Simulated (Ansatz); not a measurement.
# CuO (Cc) in Ansatz: a series of runs

Aim: see how the results for CuO move with the level of theory and the settings. Levels: RPBE, PBE. Tasks: single point, equation of state, band structure.

Everything below comes from runs of Ansatz 0.2.0. Logs are shortened: lines on timing, memory, paths and dates and some standing lists are left out, and cuts for length are marked.

## 1. The crystal as given

The structure is monoclinic, space group Cc (No. 9). Conventional cell: a = 4.689 Å, b = 3.427 Å, c = 5.132 Å, α = 90.00°, β = 99.65°, γ = 90.00°. Cu (site symmetry 1) is surrounded by 4 O at 1.91 to 2.02 Å. Around O (site symmetry 1) lie 4 Cu at 1.91 to 2.02 Å.

## 2. Single point, RPBE, 9.55 Å³/atom (volume scaled by 0.94)

input.yaml reads:

```yaml
crystal:
  lattice:
    - [2.2967863347, -1.6784226623, 0.0]
    - [2.2967863347, 1.6784226623, 0.0]
    - [-0.8429827377, 0.0, 4.9561566325]
  atoms:
    - { symbol: Cu, position: [0.0032, 0.4968, 0.0] }
    - { symbol: Cu, position: [0.4968, 0.0032, 0.5] }
    - { symbol: O, position: [0.5714, 0.4056, 0.2537] }
    - { symbol: O, position: [0.4056, 0.5714, 0.7537] }
hamiltonian:
  xc: rpbe
  pseudopotentials: { kind: paw }
kpoints:
  mp_grid: { grid: [10, 10, 5] }
scf:
  occupations: { method: fermi_dirac, width: 0.05 }
output:
  forces: true
  stress: true
  eigenvalues: true
```

Potentials or basis: Ansatz PAW.

On the command line:

```
$ ansatz run input.yaml --threads 2 --pin off --max-ram 5632MiB --backend cpu --events-out ev --progress --plain --runs-dir out
```

Log:

```text
Warning: RAYON_NUM_THREADS=2 ignored (pool sized by the plan → 2); use --threads N
Engine: ansatz 0.2.0, aarch64-unknown-linux-gnu
Pseudopotentials: kind: paw
Pseudopotential: Cu, paw, valence charge 19, recommended cutoff 420 eV (normal), Cu.paw.azcp
Pseudopotential: O, paw, valence charge 6, recommended cutoff 420 eV (normal), O.paw.azcp
Functional definition: RPBE
  parameter kappa = 0.804
  parameter beta = 0.06672455060314922
  exchange = rpbe_x(kappa = kappa, mu = beta*pi^2/3)
  correlation = pbe_c(beta = beta)
Crystal: 4 atoms, lattice volume = 38.212 Å³
Basis set: ecut = 420 eV, 759 PW (Γ), exchange–correlation on 40×40×72 points (8 copies of the dense FFT grid, shifted against one another)
Bands: 30, of which v1, the nominal top of the filled ones, is band 25 counted from 1 (24 counted from 0)
Symmetry: 2 space group operations
Space group: Cc (ITA 9), of the structure as read, at distance tolerance 3.4e-5 Å
k-points: 141 of 500 (time reversal used)
Non-local potential: Cu, projectors of the file, l = 0: 3, l = 1: 2, l = 2: 3, l = 3: 1
Non-local potential: O, projectors of the file, l = 0: 2, l = 1: 2, l = 2: 1
PAW form: soft (Blöchl's): semilocal exchange-correlation on the pseudo side does not see the compensation charge
PAW frozen core: Cu, regenerated for the run's functional, and the local potential with it (the file was generated under x = pbe(κ = 0.804, μ = 0.2195149727645171), c = pbe(β = 0.06672455060314922))
PAW frozen core: O, regenerated for the run's functional, and the local potential with it (the file was generated under x = pbe(κ = 0.804, μ = 0.2195149727645171), c = pbe(β = 0.06672455060314922))
PAW one-centre angular grid: Cu, 590 points (default); XC on 64 Gauss nodes
PAW one-centre angular grid: O, 110 points (default); XC on 64 Gauss nodes
Initial density: superposition of atomic densities (neutral atoms: chi_scale 0, normalization atom), corrected by the library's trained network
Initial wavefunctions: pseudopotential atomic-orbital guess
Functional: x = rpbe, c = pbe(β = 0.06672455060314922)
SCF iter   1: F=—  HF=-14395.850955 eV  |F-HF|=—  |Δ(HF+E_count)|=         —  Δρ=9.30e-3  dr2=1.48e-2  ethr=1.77e-3  ⟨swp⟩=5.8  Hψ=14685  notcnv=0
preconditioner: auto → Kerker (q_TF=auto, 2.853 Å⁻¹)  [metal: Δε(μ)=0.031 eV  Ē_g=11.821 eV  σ=0.050 eV  W_gap=0.15  n_scr=20 (ndim 8)  ℏωp=35.0 eV  f_vac=0.000  D(μ)=2.23/eV (n_scr^D=22)]
SCF iter   2: F=—  HF=-14395.847905 eV  |F-HF|=—  |Δ(HF+E_count)|=   3.05e-3  Δρ=3.08e-3  dr2=2.05e-3  ethr=2.97e-5  ⟨swp⟩=2.1  Hψ=8095  notcnv=0
SCF iter   3: F=—  HF=-14395.847562 eV  |F-HF|=—  |Δ(HF+E_count)|=   3.43e-4  Δρ=1.74e-3  dr2=8.26e-4  ethr=4.09e-6  ⟨swp⟩=1.3  Hψ=5069  notcnv=0
SCF iter   4: F=—  HF=-14395.847398 eV  |F-HF|=—  |Δ(HF+E_count)|=   1.65e-4  Δρ=4.08e-4  dr2=6.87e-5  ethr=1.65e-6  ⟨swp⟩=2.1  Hψ=6625  notcnv=0
SCF iter   5: F=—  HF=-14395.847410 eV  |F-HF|=—  |Δ(HF+E_count)|=   1.24e-5  Δρ=1.45e-4  dr2=6.89e-6  ethr=1.37e-7  ⟨swp⟩=2.6  Hψ=6900  notcnv=0
SCF iter   6: F=—  HF=-14395.847412 eV  |F-HF|=—  |Δ(HF+E_count)|=   2.45e-6  Δρ=2.73e-5  dr2=2.22e-7  ethr=1.38e-8  ⟨swp⟩=2.0  Hψ=6345  notcnv=0
SCF iter   7: F=—  HF=-14395.847413 eV  |F-HF|=—  |Δ(HF+E_count)|=   2.99e-7  Δρ=1.69e-5  dr2=1.03e-7  ethr=2.00e-10  ⟨swp⟩=4.8  Hψ=16886  notcnv=0
SCF iter   8: F=-14395.847413 eV  HF=-14395.847413 eV  |F-HF|=8.18e-9  |Δ(HF+E_count)|=   3.57e-8  Δρ=4.58e-6  dr2=8.00e-9  ethr=2.00e-10  ⟨swp⟩=4.8  Hψ=15211  notcnv=0
SCF 1 converged in 8 iterations: F = -14395.847413 eV  dr2 = 8.00e-9
SCF converged after 8 iterations
Free energy (F): -14395.847413 eV
Harris-Foulkes:  -14395.847413 eV  (|F-HF|=8.18e-9)
Internal energy: -14395.829139 eV  (E = F + TS)
E sigma→0 (E₀):  -14395.838276 eV
Entropy (-TS):   -0.018273 eV (-4.568 meV/atom)
Fermi energy:    13.652709 eV
--- Per-component energies (eV) ---
  E_band       = -799.965120
  E_kinetic    = 947.771203
  E_local      = -9448.718905  (includes V_loc(G=0)·N_el)
  E_nonlocal   = 877.354498
  E_hartree    = 4104.885942
  E_xc         = -326.275224
  E_vxc        = -418.159884  (∫ρ·V_xc dr)
  E_paw        = -3653.081448  (= ΣΔE_a)
  E_vpaw       = -967.981477  (= ΣTr[D̂ρ^β])
  E_aug_tail   = 0.005358  (compensation charges beyond the density's cutoff)
  E_ewald      = -6897.644238
  E_core_change = -0.126325  (= ΣΔE_core)
  E_smearing   = -0.018273  (= −TS)
  E_closure    = -0.000000  (closes the sum)
  Σ components = -14395.847413   (vs F -14395.847413, Δ=0.00e0)
--- Forces (eV/Å), atoms counted from 1 ---
  atom   1  Cu    -0.80255783     0.47973106     0.32378641
  atom   2  Cu    -0.80255783    -0.47973106     0.32378641
  atom   3  O      0.80255242     0.02887942    -0.32378338
  atom   4  O      0.80255242    -0.02887942    -0.32378338
  max |Σ_I F_I| component: 1.08e-5 eV/Å
--- Stress (GPa, compression-positive) ---
       25.687176      -0.000000      -4.162665
       -0.000000      22.144113       0.000000
       -4.162651       0.000000      27.264901
  P = ⅓ Tr σ = 25.0321 GPa (250.321 kbar)
--- Band table (eV; the first three rows and the last of 141) ---
  k-point 0: bands = ["-99.2912", "-99.2903", "-56.7501", "-56.7496", "-56.7229", "-56.7106", "-56.3038", "-56.3032", "-7.0121", "-5.5314", "4.8505", "7.6062", "7.9824", "9.9388", "10.0222", "10.0742", "10.3046", "10.6173", "10.6898", "10.8863", "11.1155", "11.2400", "11.3301", "11.8644", "13.8611", "14.6232", "15.5811", "19.7749", "22.1992", "27.3051"]
  k-point 1: bands = ["-99.2911", "-99.2903", "-56.7500", "-56.7496", "-56.7218", "-56.7118", "-56.3038", "-56.3032", "-6.8940", "-5.7039", "5.2555", "7.6981", "8.0079", "9.2652", "9.6625", "9.7615", "10.4017", "10.5638", "10.8943", "10.9589", "11.1790", "11.3756", "11.6378", "11.7542", "13.8177", "14.4630", "16.1156", "19.2831", "22.9833", "27.3298"]
  k-point 2: bands = ["-99.2909", "-99.2906", "-56.7499", "-56.7497", "-56.7187", "-56.7149", "-56.3036", "-56.3034", "-6.5665", "-6.1165", "6.3343", "7.6999", "7.9355", "8.2182", "9.2309", "9.2683", "10.5774", "10.6653", "11.0041", "11.0490", "11.1435", "11.3638", "11.8892", "12.0218", "13.7853", "14.0759", "17.2240", "18.3403", "24.6661", "26.5838"]
  k-point 140: bands = ["-99.2889", "-99.2887", "-56.7681", "-56.7665", "-56.7163", "-56.7140", "-56.3148", "-56.3136", "-5.4579", "-5.3460", "6.2400", "6.7737", "7.4657", "7.5647", "8.0131", "8.4119", "10.5336", "10.8556", "11.1978", "11.2203", "11.7442", "11.7675", "12.1958", "12.3055", "12.9485", "13.6319", "18.2510", "19.4869", "22.6657", "23.4404"]
```

Wall time 8.1 s (2 threads of Arm Neoverse V1, shared host); peak memory 0.37 GiB.

Results:

| Item | Value |
| --- | --- |
| Free energy | -14395.8474 eV |
| Pressure | 25.0 GPa |
| Largest force | 0.989 eV/Å |
| Band gap on the k mesh | none (metal or under the smearing width) |

Caveat: the pressure holds a Pulay correction of +0.7 GPa for the finite cutoff; the run has no spin polarisation, though such a crystal can be magnetic; semilocal functionals often make such compounds metallic where correlation or magnetic order opens a gap, which also shifts bond lengths; the PAW data sets come from PBE, with cores solved anew for the run's functional, which leaves a small shift of forces and pressure.

## 3. Single point, RPBE, 9.76 Å³/atom (volume scaled by 0.96)

Changes to input.yaml since step 2:

```diff
@@ -2,5 +2,5 @@
   lattice:
-    - [2.2967863347, -1.6784226623, 0.0]
-    - [2.2967863347, 1.6784226623, 0.0]
-    - [-0.8429827377, 0.0, 4.9561566325]
+    - [2.3129614193, -1.6902429297, 0.0]
+    - [2.3129614193, 1.6902429297, 0.0]
+    - [-0.8489194314, 0.0, 4.991060294]
   atoms:
@@ -21 +21,5 @@
   eigenvalues: true
+  write_density: true
+  write_potential: true
+  elf: true
+  volumetric_format: npy
```

Potentials or basis: Ansatz PAW.

On the command line:

```
$ ansatz run input.yaml --threads 2 --pin off --max-ram 5632MiB --backend cpu --events-out ev --progress --plain --runs-dir out
```

It took 12 s on 2 threads of Arm Neoverse V1, shared host; peak memory 0.39 GiB.

Results (log left out):

* Free energy: -14395.9614 eV
* Pressure: 19.9 GPa
* Largest force: 0.917 eV/Å
* Band gap on the k mesh: none (metal or under the smearing width)

Caveat: the pressure holds a Pulay correction of +0.7 GPa for the finite cutoff; the run has no spin polarisation, though such a crystal can be magnetic; semilocal functionals often make such compounds metallic where correlation or magnetic order opens a gap, which also shifts bond lengths; the PAW data sets come from PBE, with cores solved anew for the run's functional, which leaves a small shift of forces and pressure.

## 4. Single point, RPBE, 9.96 Å³/atom (volume scaled by 0.98)

Changes to input.yaml since step 3:

```diff
@@ -2,5 +2,5 @@
   lattice:
-    - [2.3129614193, -1.6902429297, 0.0]
-    - [2.3129614193, 1.6902429297, 0.0]
-    - [-0.8489194314, 0.0, 4.991060294]
+    - [2.3289133814, -1.7019001459, 0.0]
+    - [2.3289133814, 1.7019001459, 0.0]
+    - [-0.8547742332, 0.0, 5.0254824872]
   atoms:
@@ -21,5 +21 @@
   eigenvalues: true
-  write_density: true
-  write_potential: true
-  elf: true
-  volumetric_format: npy
```

On the command line:

```
$ ansatz run input.yaml --threads 2 --pin off --max-ram 5632MiB --backend cpu --events-out ev --progress --plain --runs-dir out
```

Wall time 8.2 s (2 threads of Arm Neoverse V1, shared host); peak memory 0.38 GiB.

The run converged. Its results:

* Free energy: -14396.0507 eV
* Pressure: 15.4 GPa
* Largest force: 0.849 eV/Å
* Band gap on the k mesh: none (metal or under the smearing width)

Caveat: the pressure holds a Pulay correction of +0.7 GPa for the finite cutoff; the run has no spin polarisation, though such a crystal can be magnetic; semilocal functionals often make such compounds metallic where correlation or magnetic order opens a gap, which also shifts bond lengths; the PAW data sets come from PBE, with cores solved anew for the run's functional, which leaves a small shift of forces and pressure.

## 5. Single point, RPBE, 10.16 Å³/atom

Changes to input.yaml since step 4:

```diff
@@ -2,5 +2,5 @@
   lattice:
-    - [2.3289133814, -1.7019001459, 0.0]
-    - [2.3289133814, 1.7019001459, 0.0]
-    - [-0.8547742332, 0.0, 5.0254824872]
+    - [2.34464976, -1.71339982, 0.0]
+    - [2.34464976, 1.71339982, 0.0]
+    - [-0.86054991, 0.0, 5.05943948]
   atoms:
```

On the command line:

```
$ ansatz run input.yaml --threads 2 --pin off --max-ram 5632MiB --backend cpu --events-out ev --progress --plain --runs-dir out
```

Wall time 8.6 s (2 threads of Arm Neoverse V1, shared host); peak memory 0.38 GiB.

Results (log left out):

```
Free energy            : -14396.1181 eV
Pressure               : 11.3 GPa
Largest force          : 0.786 eV/Å
Band gap on the k mesh : none (metal or under the smearing width)
```

Caveat: the pressure holds a Pulay correction of +0.6 GPa for the finite cutoff; the run has no spin polarisation, though such a crystal can be magnetic; semilocal functionals often make such compounds metallic where correlation or magnetic order opens a gap, which also shifts bond lengths; the PAW data sets come from PBE, with cores solved anew for the run's functional, which leaves a small shift of forces and pressure.

## 6. Single point, RPBE, 10.37 Å³/atom (volume scaled by 1.02)

Changes to input.yaml since step 5:

```diff
@@ -2,5 +2,5 @@
   lattice:
-    - [2.34464976, -1.71339982, 0.0]
-    - [2.34464976, 1.71339982, 0.0]
-    - [-0.86054991, 0.0, 5.05943948]
+    - [2.3601776944, -1.7247471694, 0.0]
+    - [2.3601776944, 1.7247471694, 0.0]
+    - [-0.8662490821, 0.0, 5.0929466782]
   atoms:
```

Potentials or basis: Ansatz PAW.

On the command line:

```
$ ansatz run input.yaml --threads 2 --pin off --max-ram 5632MiB --backend cpu --events-out ev --progress --plain --runs-dir out
```

It took 8.5 s on 2 threads of Arm Neoverse V1, shared host; peak memory 0.38 GiB.

Results (log left out):

* Free energy: -14396.1658 eV
* Pressure: 7.6 GPa
* Largest force: 0.727 eV/Å
* Band gap on the k mesh: none (metal or under the smearing width)

Caveat: the pressure holds a Pulay correction of +0.6 GPa for the finite cutoff; the run has no spin polarisation, though such a crystal can be magnetic; semilocal functionals often make such compounds metallic where correlation or magnetic order opens a gap, which also shifts bond lengths; the PAW data sets come from PBE, with cores solved anew for the run's functional, which leaves a small shift of forces and pressure.

## 7. Single point, RPBE, 10.57 Å³/atom (volume scaled by 1.04)

Changes to input.yaml since step 6:

```diff
@@ -2,5 +2,5 @@
   lattice:
-    - [2.3601776944, -1.7247471694, 0.0]
-    - [2.3601776944, 1.7247471694, 0.0]
-    - [-0.8662490821, 0.0, 5.0929466782]
+    - [2.375503953, -1.7359471401, 0.0]
+    - [2.375503953, 1.7359471401, 0.0]
+    - [-0.8718742338, 0.0, 5.1260186872]
   atoms:
```

On the command line:

```
$ ansatz run input.yaml --threads 2 --pin off --max-ram 5632MiB --backend cpu --events-out ev --progress --plain --runs-dir out
```

Wall time 8.6 s (2 threads of Arm Neoverse V1, shared host); peak memory 0.39 GiB.

It converged, with:

- Free energy: -14396.1957 eV
- Pressure: 4.3 GPa
- Largest force: 0.695 eV/Å
- Band gap on the k mesh: none (metal or under the smearing width)

Caveat: the pressure holds a Pulay correction of +0.6 GPa for the finite cutoff; the run has no spin polarisation, though such a crystal can be magnetic; semilocal functionals often make such compounds metallic where correlation or magnetic order opens a gap, which also shifts bond lengths; the PAW data sets come from PBE, with cores solved anew for the run's functional, which leaves a small shift of forces and pressure.

## 8. Single point, RPBE, 10.77 Å³/atom (volume scaled by 1.06)

Changes to input.yaml since step 7:

```diff
@@ -2,5 +2,5 @@
   lattice:
-    - [2.375503953, -1.7359471401, 0.0]
-    - [2.375503953, 1.7359471401, 0.0]
-    - [-0.8718742338, 0.0, 5.1260186872]
+    - [2.3906349594, -1.7470044264, 0.0]
+    - [2.3906349594, 1.7470044264, 0.0]
+    - [-0.8774277226, 0.0, 5.1586693681]
   atoms:
```

On the command line:

```
$ ansatz run input.yaml --threads 2 --pin off --max-ram 5632MiB --backend cpu --events-out ev --progress --plain --runs-dir out
```

Wall time 8.7 s (2 threads of Arm Neoverse V1, shared host); peak memory 0.39 GiB.

Results (log left out):

```yaml
Free_energy: -14396.2098 eV
Pressure: 1.3 GPa
Largest_force: 0.685 eV/Å
Band_gap_on_the_k_mesh: none (metal or under the smearing width)
```

Caveat: the pressure holds a Pulay correction of +0.6 GPa for the finite cutoff; the run has no spin polarisation, though such a crystal can be magnetic; semilocal functionals often make such compounds metallic where correlation or magnetic order opens a gap, which also shifts bond lengths; the PAW data sets come from PBE, with cores solved anew for the run's functional, which leaves a small shift of forces and pressure.

## 9. Equation of state, RPBE

Potentials or basis: Ansatz PAW.

This step only gathers the single runs of the series.

What came out:

| Item | Value |
| --- | --- |
| Equilibrium volume | 10.87 Å³/atom (rough: see the caveat) |
| Bulk modulus at fixed shape and positions | 142 GPa (rough) |

Energy against volume, from the lowest point:
```csv
volume (Å³/atom),energy (meV/atom)
9.553,90.61
9.756,62.12
9.959,39.79
10.163,22.93
10.366,11.02
10.569,3.53
10.772,0.00
```

Caveat: the potentials were made for another functional, which shifts forces and pressure; the minimum lies outside the volumes run; the cell was scaled at fixed shape and fractional positions, which overstates the stiffness of a crystal with free parameters, most of all of layers and chains; the run has no spin polarisation, though such a crystal can be magnetic.

## 10. Band structure, PBE

input.yaml reads:

```yaml
crystal:
  lattice:
    - [2.34464976, -1.71339982, 0.0]
    - [2.34464976, 1.71339982, 0.0]
    - [-0.86054991, 0.0, 5.05943948]
  atoms:
    - { symbol: Cu, position: [0.0032, 0.4968, 0.0] }
    - { symbol: Cu, position: [0.4968, 0.0032, 0.5] }
    - { symbol: O, position: [0.5714, 0.4056, 0.2537] }
    - { symbol: O, position: [0.4056, 0.5714, 0.7537] }
hamiltonian:
  xc: pbe
  pseudopotentials: { kind: paw, source: jth }
kpoints:
  mp_grid: { grid: [10, 10, 5] }
  band_path:
    path:
      - [[0.0, 0.0, 0.0], [-0.5, -0.5, 0.0], [-0.5249461988, -0.5249461988, 0.3256423996], [-0.5, -0.5, 0.5], [-0.6336779992, -0.3663220008, 0.5]]
      - [[-0.3663220008, 0.3663220008, 0.5], [0.0, 0.0, 0.5], [-0.4750538012, -0.4750538012, 0.6743576004]]
      - [[-0.5, -0.5, 0.0], [-0.612631459, -0.387368541, 0.0]]
      - [[-0.387368541, 0.387368541, 0.0], [0.0, 0.0, 0.0], [-0.5, 0.0, 0.0]]
      - [[-0.5, 0.0, 0.5], [0.0, 0.0, 0.0]]
    npoints: 14
scf:
  occupations: { method: fermi_dirac, width: 0.05 }
  n_extra_bands: 10
output:
  forces: true
  stress: true
  eigenvalues: true
  fatbands: false
  write_density: true
  write_potential: true
  elf: true
  volumetric_format: npy
```

Potentials or basis: JTH PAW.

On the command line:

```
$ ansatz run input.yaml --threads 2 --pin off --max-ram 5632MiB --backend cpu --events-out ev --progress --plain --runs-dir out
```

Run time: 70 s. Hardware: 2 threads of Arm Neoverse V1, shared host; peak memory 1.2 GiB.

The run converged. Its results:

```
Free energy            : -14380.8609 eV
Pressure               : 6.0 GPa
Largest force          : 0.773 eV/Å
Band gap on the k mesh : none (metal or under the smearing width)
```

Forces on the atoms (eV/Å):
```
Cu  -0.640  0.355  0.248
Cu  -0.640 -0.355  0.248
O    0.640  0.298 -0.248
O    0.640 -0.298 -0.248
```

Stress tensor (GPa, compression positive):
```
 5.78  0.00 -1.76
 0.00  6.86  0.00
-1.76  0.00  5.29
```

Levels at the corners of the path, in eV from the Fermi level:
```tsv
point	band 22	band 23	band 24	band 25	band 26	band 27	band 28	band 29
Γ	-2.21	-2.12	-1.65	0.21	0.92	1.68	5.99	8.11
Y	-2.11	-1.66	-1.21	-0.65	1.07	3.32	7.00	8.50
F	-1.83	-1.33	-1.32	-0.65	0.19	4.21	6.11	8.66
L	-1.65	-1.30	-1.30	-0.41	-0.41	5.18	5.18	8.96
I	-1.80	-1.48	-1.48	-0.28	-0.28	5.81	5.81	9.04
I1	-1.80	-1.48	-1.48	-0.28	-0.28	5.81	5.81	9.04
Z	-2.23	-1.47	-1.47	0.25	0.25	3.89	3.89	11.64
F1	-1.83	-1.33	-1.32	-0.65	0.19	4.21	6.11	8.66
Y	-2.11	-1.66	-1.21	-0.65	1.07	3.32	7.00	8.50
X1	-1.99	-1.39	-1.33	-1.28	0.89	4.83	7.15	7.64
X	-1.99	-1.39	-1.33	-1.28	0.89	4.83	7.15	7.64
Γ	-2.21	-2.12	-1.65	0.21	0.92	1.68	5.99	8.11
N	-1.59	-1.49	-1.39	-0.03	0.29	4.84	6.26	6.90
M	-2.14	-1.72	-1.59	-0.09	0.74	5.08	6.48	8.05
Γ	-2.21	-2.12	-1.65	0.21	0.92	1.68	5.99	8.11
```

Caveat: the run has no spin polarisation, though such a crystal can be magnetic; semilocal functionals often make such compounds metallic where correlation or magnetic order opens a gap, which also shifts bond lengths. With open d or f shells a metallic result of PBE can be an artefact of self-interaction; +U or a hybrid may open a gap.
